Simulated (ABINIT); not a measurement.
Crystal: P.

```
P
1.0
     1.64774   -5.46504    0.00000
     1.64774    5.46504    0.00000
     0.00000    0.00000    4.54364
P
4
Direct
  0.90414 0.09586 0.58882
  0.09586 0.90414 0.41118
  0.59586 0.40414 0.08882
  0.40414 0.59586 0.91118
```

Base run:

```yaml
Program: ABINIT 10.8.3 (patched build)
Functional: PBE
Potentials_or_basis: JTH PAW PBE v2.0
Cutoff: 544 eV
k_mesh: 5 × 5 × 4
Occupations: fermi-dirac, width 0.05 eV
Spin: no spin polarisation
```

Its results: band gap on the k mesh 0.44 eV, direct; pressure 2.0 GPa; largest force 0.330 eV/Å.

After a change of settings the same cell gave: band gap on the k mesh 0.37 eV, direct; pressure -0.4 GPa; largest force 0.314 eV/Å. Which change was it?
A. k mesh from 5 × 5 × 4 to 3 × 3 × 2
B. functional from PBE to LDA; potentials or basis from JTH PAW PBE v2.0 to JTH PAW LDA v2.0
C. k mesh from 5 × 5 × 4 to 6 × 6 × 5
D. functional from PBE to PBEsol

D.

PBEsol binds more tightly than PBE, so the same cell stands under less pressure.

Caveats: an odd mesh through Γ misses points on the zone boundary, where band edges often lie; the PAW data sets were made with another functional, which shifts forces and pressure a little (some runs).
